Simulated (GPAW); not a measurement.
Crystal: ZnSe (Stilleite).

```
CELL_PARAMETERS angstrom
0.00000 2.83380 2.83380
2.83380 0.00000 2.83380
2.83380 2.83380 0.00000
ATOMIC_POSITIONS crystal
Se 0.75000 0.75000 0.75000
Zn 0.00000 0.00000 0.00000
```

- Program: GPAW 26.7.0
- Task: relaxation of cell and atoms
- Functional: PBEsol
- Dispersion: D3
- Potentials or basis: PAW data sets generated in the run's folder for this functional
- Cutoff: 600 eV
- Basis: pw
- k mesh: 8 × 8 × 8
- Occupations: fermi-dirac, width 0.05 eV
- Spin: no spin polarisation

At the start: pressure -3.1 GPa; volume 22.76 Å³/atom.

**Question.** Where does the relaxation end?

**Answer.** Over 4 steps the energy falls by 10.9 meV/atom and the volume is 21.68 Å³/atom (-4.7 %); space group F-43m (No. 216, to 0.05 Å).

Step by step:
```csv
step,energy change (eV),largest force (eV/Å),pressure (GPa),volume (Å³)
1,0.0000,0.0000,-3.12,45.51
2,-0.0076,0.0000,-2.56,45.08
3,-0.0216,0.0000,0.19,43.25
4,-0.0217,0.0000,-0.01,43.37
```

Final structure:
```
CELL_PARAMETERS angstrom
0.00000 2.78851 2.78851
2.78851 0.00000 2.78851
2.78851 2.78851 0.00000
ATOMIC_POSITIONS crystal
Se 0.75000 0.75000 0.75000
Zn 0.00000 0.00000 0.00000
```

Caveat: later steps reuse the first step's grids.
